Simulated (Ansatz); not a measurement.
Consider a crystal of SnO2 in space group P4/mmm (No. 123), with Sn on 1b; O on 2f.

Level of theory: DFT PBE, scalar-relativistic, plane waves, PAW in Ansatz 0.2.0. Cutoff 420 eV, Γ-centred mesh, Gaussian smearing, no spin polarisation.

The zero of energy is the elements' standard structures at the same level (O₂ as a molecule); no fitted shifts are applied. The references include grey tin.

Problem. Predict the relaxed structure.

Solution.

Space group P4/mmm (No. 123). a = 3.562 Å, b = 3.562 Å, c = 2.854 Å, α = 90.00°, β = 90.00°, γ = 90.00°
| atom | site | symmetry | x | y | z |
| --- | --- | --- | --- | --- | --- |
| Sn | 1b | 4/mmm | 0.0000 | 0.0000 | 0.5000 |
| O | 2f | mmm. | 0.5000 | 0.0000 | 0.0000 |

Sn has 8 O at 2.28 Å; O is surrounded by 4 Sn at 2.28 Å, 4 O at 2.52 Å and 2 O at 2.85 Å. Another local minimum with the same sites may exist.

Problem. Where does its energy lie, and is it a metal?

Solution. The energy over the elements is −0.69 eV/atom. The gap on the 14×14×16 mesh of the 3-atom cell is 0 eV (a metal).

The last run used Gaussian smearing of 0.10 eV. A structure relaxed within its symmetry needn't be a true minimum. Another cell of SnO2 relaxed alike, in P4_2/mnm (a Materials Project cell), lies 0.93 eV/atom lower, so this cell isn't the stable form at this level.
